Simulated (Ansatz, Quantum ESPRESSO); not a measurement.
**BN: programs and potentials compared**

```xyz
2
Lattice="0.0000 1.8130 1.8130 1.8130 0.0000 1.8130 1.8130 1.8130 0.0000" Properties=species:S:1:pos:R:3 pbc="T T T"
N     0.9065    0.9065    0.9065
B     0.0000    0.0000    0.0000
```

The cell is a database's computed one, not the measured one.

Alike in all runs: task single point; functional PBE; k mesh 8 × 8 × 8; occupations fermi-dirac, width 0.05 eV; no spin polarisation; no spin-orbit coupling. Pressure is positive in compression and, in plane waves, holds the error of the finite cutoff, which Ansatz's Pulay term estimates and takes out.

```json
{"program and potentials": "Ansatz, PAW datasets made for the crystal", "plane-wave cutoff (eV)": "520", "notes": "-", "band gap (eV)": "4.46", "pressure (GPa)": "-0.41"}
{"program and potentials": "Quantum ESPRESSO, PseudoDojo 0.5 SR PBE stringent", "plane-wave cutoff (eV)": "1143", "notes": "-", "band gap (eV)": "4.52", "pressure (GPa)": "-0.79"}
{"program and potentials": "Quantum ESPRESSO, SG15 PBE 1.2", "plane-wave cutoff (eV)": "1197", "notes": "-", "band gap (eV)": "4.53", "pressure (GPa)": "-1.52"}
```

The band gap spans 4.46 (Ansatz, PAW datasets made for the crystal) to 4.53 eV (Quantum ESPRESSO, SG15 PBE 1.2). The pressure spans -1.52 (Quantum ESPRESSO, SG15 PBE 1.2) to -0.41 GPa (Ansatz, PAW datasets made for the crystal). The gap is indirect and read on the mesh alone.

The functional is the same throughout but for its coding, so the spread measures potentials, basis and numerics; runs on potential files found faulty are left out.

The three descriptions give nearly the same electronic structure for zincblende BN, with gaps between 4.46 and 4.53 eV. The wide gap reflects short, strong, polar sp³ bonds: the valence-band top is mainly N 2p, while the conduction states are antibonding with substantial B character. All three gaps lie well below the known experimental one. Their close agreement points to the shared semilocal functional, whose Kohn–Sham gap lacks the derivative discontinuity, rather than to the potentials.

The negative pressures mean that each calculation, taken at face value, would favour a slightly smaller cell. Because cubic BN is exceptionally stiff, even the spread from -1.52 to -0.41 GPa corresponds to only a very small difference in equilibrium lattice constant. Pressure is thus a sensitive test here, and its scatter probably reflects differences in core–valence treatment together with residual basis error. The gap widens as the pressure becomes more negative, but this is no volume effect, since the cell is identical throughout.
